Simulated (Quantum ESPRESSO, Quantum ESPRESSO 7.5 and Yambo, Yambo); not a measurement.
## CaO (Lime): bands and cutoff in G0W0 with Yambo

Wanted: a converged G0W0 gap of CaO (Lime), or an estimate of the limit.

Calculated with Quantum ESPRESSO 7.5 and Yambo 5.3.0; PBE and many-body steps on it, plane waves.

### 1. Starting point

The structure is cubic, space group Fm-3m (No. 225). Conventional cell: a = 4.813 Å, b = 4.813 Å, c = 4.813 Å, α = 90.00°, β = 90.00°, γ = 90.00°. Nearest to Ca lie 6 O at 2.41 Å. Nearest to O lie 6 Ca at 2.41 Å. Farther neighbours and most contacts between anions are not listed.

The cell and positions come from the Crystallography Open Database and are kept as given unless a step says otherwise.

### 2. Empty states on the mesh, 6×6×6 mesh, 336 bands

This step: Quantum ESPRESSO 7.5; DFT, PBE, plane waves, norm-conserving pseudopotentials.

The sums over transitions need many empty states on a uniform mesh; this step solves for them.

pw.in

```
&control
  calculation = 'nscf'
  prefix = 'x'
  outdir = 'o'
  pseudo_dir = 'pseudo'
/
&system
  ibrav = 0
  nat = 2
  ntyp = 2
  ecutwfc = 72.0
  nbnd = 336
  force_symmorphic = .true.
/
&electrons
  conv_thr = 1e-9
  electron_maxstep = 80
  diago_full_acc = .true.
  diago_thr_init = 5e-6
/
ATOMIC_SPECIES
  Ca 40.078 Ca.upf
  O 15.999 O.upf
CELL_PARAMETERS angstrom
  -0.0000000000 2.4065000000 2.4065000000
  2.4065000000 -0.0000000000 2.4065000000
  2.4065000000 2.4065000000 -0.0000000000
ATOMIC_POSITIONS crystal
  Ca 0.0000000000 0.0000000000 0.0000000000
  O 0.5000000000 0.5000000000 0.5000000000
K_POINTS automatic
  6 6 6 0 0 0
```

Started as:

```sh
$ OMP_NUM_THREADS=1 mpirun -n 4 pw.x -nk 4 -in pw.in > pw.out
```

Log:

```text
Program PWSCF v.7.5 starts

     This program is part of the open-source Quantum ESPRESSO suite
     for quantum simulation of materials; please cite
         "P. Giannozzi et al., J. Phys.:Condens. Matter 21 395502 (2009);
         "P. Giannozzi et al., J. Phys.:Condens. Matter 29 465901 (2017);
         "P. Giannozzi et al., J. Chem. Phys. 152 154105 (2020);
     in publications or presentations arising from this work. More details at

     Atomic positions and unit cell read from directory:
     o/x.save/

     Message from routine setup:
[...]
k = 0.2357 0.2357-0.2357 (  1940 PWs)   bands (ev):

[...]
[... 30 further rows ...]
   288.0229 288.4757 289.9434 289.9434 290.5147 290.5147 290.8388 291.0828
   292.1700 292.2048 292.2048 292.6150 292.6150 293.2441 293.4394 293.4394

          k =-0.3536-0.3536 0.3536 (  1946 PWs)   bands (ev):

     [... further k-points ...]

     highest occupied, lowest unoccupied level (ev):     7.7451   11.4076

     XML data file, pseudopotentials, collected wavefunctions

=------------------------------------------------------------------------------=
   JOB DONE.
=------------------------------------------------------------------------------=
```

Run time: 37 s. Hardware: 4 MPI ranks of Arm Neoverse V2, shared host; peak memory 0.46 GiB.

Numbers from this step:

```
gap                                                           : 3.662 eV
k of the valence top                                          : 0, 0, 0
k of the conduction bottom                                    : 0, -0.5, -0.5
least direct gap                                              : 4.037 eV
k points computed                                             : 16
lowest point of the top converged band, above the valence top : 284.5428 eV
```

On this mesh the gap is 3.662 eV.

The density comes from a self-consistent run that is not shown.

### 3. Conversion and set-up

This step: Yambo 5.3.0; conversion and set-up on PBE, plane waves, norm-conserving pseudopotentials.

The states are converted to the many-body program's format and the q mesh is built.

Started as:

```sh
$ (cd o/x.save; p2y > p2y.log; mv SAVE ../..); yambo > setup.log
```

Log:

```text
 Yambo, version 5.3.0

 [02] CORE Variables Setup
 =========================

  [02.01] Unit cells
  ==================

  Cell kind             :  FCC
  Atoms in the cell     :  Ca  O
  number of Ca atoms    :  1
  number of O  atoms    :  1

  List of atomic masses
  Mass of Ca    :  40.07800
  Mass of O     :  15.99900

  List of atomic coordinates    : [cc]
  Ca1       :  0.000000  0.000000  0.000000  order 1
  O1       :  4.547626  4.547626  4.547626  order 2

  Alat factors          :  4.547626  4.547626  4.547626 [a.u.]
  Direct lattice volume :  188.0980 [a.u.]
[...]
Q [ 1]         [rlu]:  0.000000  0.000000  0.000000
 Q [ 2]         [rlu]: -0.17600E-17 -0.17600E-17  0.16667
 Q [ 3]         [rlu]: -0.60863E-18 -0.60863E-18  0.33333
[...]
Q [ 8]         [rlu]:  0.13869E-16  0.16667     -0.33333
 Q [ 9]         [rlu]:  0.60863E-18  0.16667     -0.16667
 Q [10]         [rlu]: -0.23925E-16  0.33333      0.33333
     [... 4 further rows ...]
 Q [15]         [rlu]:  0.166667  0.333333 -0.333333
 Q [16]         [rlu]:  0.166667 -0.500000 -0.333333

  [03.01] X indexes
  =================

   [03.01.01] Sigma indexes
   ========================

 [06] Game Over & Game summary
```

Elapsed: 2 s, on 1 MPI rank; peak memory 0.24 GiB.

### 4. 49 bands, 122.5 eV

G0W0 replaces the xc potential by the self-energy, built once from these orbitals. Only a window of levels is corrected, while the sums run over the empty bands that the input names.

This step: G0W0 on PBE, plane waves, norm-conserving pseudopotentials.

gw1.in

```
HF_and_locXC
gw0
dyson
ppa
em1d
rim_cut
RandQpts= 1000000
RandGvec= 1 RL
EXXRLvcs= 72 Ry
VXCRLvcs= 288 Ry
Chimod= "HARTREE"
% BndsRnXp
 1 | 49 |
%
NGsBlkXp= 9 Ry
% LongDrXp
 1 | 1 | 1 |
%
% GbndRnge
 1 | 49 |
%
DysSolver= "n"
ExtendOut
PPAPntXp= 27.21138 eV
% QPkrange
 1 | 1 | 7 | 10 |
 13 | 13 | 7 | 10 |
%
```

Started as:

```sh
$ OMP_NUM_THREADS=1 mpirun -n 4 yambo -F gw1.in -J gw1 -C gw1 > gw1.log
```

Log:

```text
 Yambo, version 5.3.0

 [02] CORE Variables Setup
 =========================

  [... cell, symmetries and grids as in the set-up ...]

  [02.05] Energies & Occupations
  ==============================

  [X] === General ===
  [X] Electronic Temperature                        :  0.000000  0.000000 [eV K]
  [X] Bosonic    Temperature                        :  0.000000  0.000000 [eV K]
  [X] Finite Temperature mode                       : no
  [X] El. density                                   :  0.57403E+24 [cm-3]
  [X] Fermi Level                                   :  7.745084 [eV]

  [X] === Gaps and Widths ===
  [X] Conduction Band Min                           :  3.662475 [eV]
  [X] Valence Band Max                              :  0.000000 [eV]
  [X] Filled Bands                                  :   8
  [X] Empty Bands                                   :     9   336
  [X] Direct Gap                                    :  4.036914 [eV]
  [X] Direct Gap localized at k                     :  13
  [X] Indirect Gap                                  :  3.662475 [eV]
  [X] Indirect Gap between kpts                     :   1  13
  [X] Last valence band width                       :  1.179441 [eV]
  [X] 1st conduction band width                     :  3.369635 [eV]

 [03] Transferred momenta grid and indexing
 ==========================================

 IBZ Q-points                                      :  16
 BZ  Q-points                                      :  216

 K/Q-points units:
 rlu = crystal or reduced units; cc = cartesian coordinates; iku = interal k-units

 Q [ 1]         [rlu]:  0.000000  0.000000  0.000000
 Q [ 2]         [rlu]: -0.17600E-17 -0.17600E-17  0.16667
 Q [ 3]         [rlu]: -0.60863E-18 -0.60863E-18  0.33333
 Q [ 4]         [rlu]:  0.13869E-16  0.13869E-16 -0.50000
 Q [ 5]         [rlu]: -0.11962E-16  0.16667      0.16667
 Q [ 6]         [rlu]:  0.20734E-17  0.16667      0.33333
 Q [ 7]         [rlu]: -0.31276E-16  0.16667      0.50000
 Q [ 8]         [rlu]:  0.13869E-16  0.16667     -0.33333
 Q [ 9]         [rlu]:  0.60863E-18  0.16667     -0.16667
 Q [10]         [rlu]: -0.23925E-16  0.33333      0.33333
     [... 4 further rows ...]
 Q [15]         [rlu]:  0.166667  0.333333 -0.333333
 Q [16]         [rlu]:  0.166667 -0.500000 -0.333333

 [04] Coloumb potential Random Integration (RIM)
 ===============================================

  [04.01] RIM initialization
  ==========================

  * Diagonal components only detected *

  8 x (sBL volume)        :  0.048842 [a.u.]
  sBZ random points       :  1000000
  Points outside the sBZ  :   7999624
  RL volume               :  1.318729 [a.u.]
  Integrated volume       :  1.318791 [a.u.]

  [04.02] RIM integrals
  =====================

  Gamma point sphere radius             :  0.066305 [a.u.]
  Points outside the sphere             :   799635
  [Int_sBZ(q=0) 1/q^2]*(Vol_sBZ)^(-1/3) =:  7.763403
                                 should be <:  7.795600

  Summary of Coulomb integrals for non-metallic bands |Q|[au] RIM/Bare

  Q [1] 0.100000E-4 0.995870 * Q [2] 0.199423 1.065611
  Q [5] 0.230273 1.062979 * Q [9] 0.325656 1.025346
  Q [6] 0.381865 1.019123 * Q [3] 0.398845 1.016899
  Q [10] 0.460547 1.013120 * Q [8] 0.501869 1.010302
  Q [14] 0.514907 1.010267 * Q [7] 0.564052 1.008526
  Q [4] 0.598268 1.007214 * Q [11] 0.598268 1.007619
  Q [12] 0.651312 1.006045 * Q [15] 0.681158 1.005570
  Q [13] 0.690820 1.005754 * Q [16] 0.728189 1.005199

 [05] Dipoles
 ============

  [05.01] Setup: observables and procedures
  =========================================

 [06] Dynamic Dielectric Matrix (PPA)
 ====================================

 [WR./gw1//ndb.pp]---------------------------------------------------------------
  Brillouin Zone Q/K grids (IBZ/BZ)                :   16  216   16  216
  RL vectors                                       :  2637 [WF]
  Coulomb cutoff potential                         : none
  Electronic Temperature                           :  0.000000 [K]
  Bosonic    Temperature                           :  0.000000 [K]
  PPA    diel. fun.  energies                      : Perdew, Burke & Ernzerhof(X)+Perdew, Burke & Ernzerhof(C)
  wavefunctions                                    : Perdew, Burke & Ernzerhof(X)+Perdew, Burke & Ernzerhof(C)
  Global Gauge                                     : length
  X matrix size                                    :   89
  X band range                                     :    1   49
  X e/h energy range                               : -1.000000 -1.000000 [eV]
  X Time ordering                                  : R
  X Hxc Kernel                                     : HARTREE
  X Drude frequency                                :  0.000000  0.000000
  X poles                                          :  100.0000 [o/o]
  RL vectors in the sum                            :  2637
  [r,Vnl] included                                 : yes
  Field direction                                  :  0.577350E-5  0.577350E-5  0.577350E-5
  BZ energy Double Grid                            : no
  BZ energy DbGd points                            : 0
  BZ Q point size factor                           : -1.000000
  X Optical Averaged directions                    : none

 [07] Local Exchange-Correlation + Non-Local Fock
 ================================================

 [VXC] Plane waves :  15593
 [EXS] Plane waves :  1989

 QP @ state[ 1 ] K range:  1  1
 QP @ state[ 1 ] b range:   7  10
 QP @ state[ 2 ] K range:  13  13
 QP @ state[ 2 ] b range:   7  10

 [xc] Functional : Perdew, Burke & Ernzerhof(X)+Perdew, Burke & Ernzerhof(C)
 [xc] LIBXC used to calculate xc functional
  PP Number of Atomic Species                      :  2
  NLCC RL compoments                               :  15593
  PP Number of Atomic Species                      :  2
  NLCC RL compoments                               :  15593

 [xc] E_xc :  -8.750691 [Ha]
      E_xc :  -17.50138 [Ry]

  Local XC kind (lXC) : Perdew, Burke & Ernzerhof(X)+Perdew, Burke & Ernzerhof(C)
  Non-Local XC kind (nlXC) : Hartree-Fock

  Corrections @ K [1] :  [eV]
 <7|nlXC|7> = -24.56472  0.15117E-16 <7|lXC|7> = -19.38763 -0.32472E-16
 <8|nlXC|8> = -24.56471  0.87350E-17 <8|lXC|8> = -19.38763  0.18071E-20
 <9|nlXC|9> = -6.461774 -0.33078E-18 <9|lXC|9> = -10.89252  0.94359E-16
 <10|nlXC|10> = -7.016213  0.83074E-19 <10|lXC|10> = -13.89969 -0.18885E-15

  Corrections @ K [13] :  [eV]
 <7|nlXC|7> = -24.25009 -0.81306E-17 <7|lXC|7> = -18.91591  0.37761E-15
 <8|nlXC|8> = -24.25001 -0.25249E-17 <8|lXC|8> = -18.91591 -0.28323E-15
 <9|nlXC|9> = -5.922964 -0.10002E-17 <9|lXC|9> = -11.42976  0.18873E-15
 <10|nlXC|10> = -8.847700 -0.34060E-18 <10|lXC|10> = -16.11193 -0.33878E-19

 [08] Dyson equation: Newton solver
 ==================================

  [08.01] G0W0 (W PPA)
  ====================

  [  GW  ] Bands range     :    1   49
  [GW/PPA] G damping       :  0.100000 [eV]

  QP @ state[ 1 ] K range:  1  1
  QP @ state[ 1 ] b range:   7  10
  QP @ state[ 2 ] K range:  13  13
  QP @ state[ 2 ] b range:   7  10

   Sc/G bands                                       :    1   49
   Sc/G damping                                     :  0.100000 ev
   Sc bands terminator                              : no
   Sx RL components                                 :  1989

   QP @ state[ 1 ] K range                          :  1  1
   QP @ state[ 1 ] b range                          :   7  10
   QP @ state[ 2 ] K range                          :  13  13
   QP @ state[ 2 ] b range                          :   7  10
   GF energies kind                                 : Perdew, Burke & Ernzerhof(X)+Perdew, Burke & Ernzerhof(C)
   GF WF`s kind                                     : Perdew, Burke & Ernzerhof(X)+Perdew, Burke & Ernzerhof(C)
   Xs energies kind                                 : Perdew, Burke & Ernzerhof(X)+Perdew, Burke & Ernzerhof(C)
   Xs WF`s kind                                     : Perdew, Burke & Ernzerhof(X)+Perdew, Burke & Ernzerhof(C)

 [11] Game Over & Game summary
```

The job ended after 31 s (4 MPI ranks; peak memory 1.4 GiB).

Numbers from this step:

```
G0W0 gap on the points computed              : 5.710 eV
starting gap on the mesh                     : 3.662 eV
k of the valence top                         : 0, 0, 0
k of the conduction bottom                   : 0, -0.5, -0.5
least direct G0W0 gap on the computed points : 6.004 eV
Z at the valence top                         : 0.7895
Z at the conduction bottom                   : 0.8523
```

The gap on the mesh goes from 3.66 eV to 5.71 eV, a correction of +2.05 eV.

(Part 1 of 2 ends here.)

[Paths, hosts, dates, memory and timing lines, banners, echoed tables and standing remarks are left out of the program output.]

[Logs are printed without paths, hosts, clocks, repeated set-up lines and the standing remarks that a program may print on its own settings, such as how far it seeks lower states.]

[Runs of the session that timed out or met a known fault of the program may be left out.]

[Hosts, paths, dates, database ids (printed as entryN), source tags and the programs' standing remarks are cut or masked in the printed files.]
